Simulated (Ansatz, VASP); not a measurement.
## RbBr in VASP and in Ansatz

The input INCAR:

```
  PREC = Accurate
  ENCUT = 520
  EDIFF = 1E-7
  ISMEAR = -1
  SIGMA = 0.05
  LREAL = False
  LASPH = True
  NELM = 80
  ALGO = Normal
  ISIF = 2
  LWAVE = False
  LCHARG = False
  GGA = PE
  NBANDS = 15
```

The input KPOINTS:

```
Automatic mesh
0
Gamma
  7 7 7
```

Contents of POSCAR:

```
RbBr
1.0
    4.1803740174      0.0000000000      0.0000000000
    0.0000000000      4.1803740174      0.0000000000
    0.0000000000      0.0000000000      4.1803740174
Rb Br
1 1
Direct
    0.0000000000      0.0000000000      0.0000000000
    0.5000000000      0.5000000000      0.5000000000
```

The input input.yaml:

```yaml
crystal:
  lattice:
    - [4.1803740174, 0.0, 0.0]
    - [0.0, 4.1803740174, 0.0]
    - [0.0, 0.0, 4.1803740174]
  atoms:
    - { symbol: Rb, position: [0.0, 0.0, 0.0] }
    - { symbol: Br, position: [0.5, 0.5, 0.5] }
hamiltonian:
  xc: pbe
  pseudopotentials: { kind: paw }
kpoints:
  mp_grid: { grid: [7, 7, 7] }
scf:
  occupations: { method: fermi_dirac, width: 0.05 }
output:
  forces: true
  stress: true
  eigenvalues: true
  write_density: true
  write_potential: true
  elf: true
  volumetric_format: npy
```

Change from the starting cell: volume scaled by 1.04.

Alike in both runs: task single point; functional PBE; k mesh 7 × 7 × 7; occupations fermi-dirac, width 0.05 eV; no spin polarisation.

```csv
,VASP,Ansatz
version,VASP 6.6.1,Ansatz 0.2.0
potentials or method,"VASP PAW PBE potentials, release 64 (Rb_sv, Br)",Ansatz PAW
plane-wave cutoff (eV),520,420
valence electrons in the cell,16,16
```

|  | VASP | Ansatz | Ansatz less VASP |
| --- | --- | --- | --- |
| gap on the k mesh at the Fermi level (eV) | 3.97 | 3.98 | +0.001 |
| least direct gap on the mesh (eV) | 4.10 | 4.10 | +0.001 |
| pressure (GPa) | 0.2 | 0.2 | -0.03 |

With one functional, cell and mesh, what is left measures potentials, basis and numerics.

Caveats: an odd mesh through Γ misses points on the zone boundary, where band edges often lie (VASP); odd divisions of the mesh miss points on the zone boundary, where band edges often lie, so the gap on the mesh can be too wide (Ansatz).
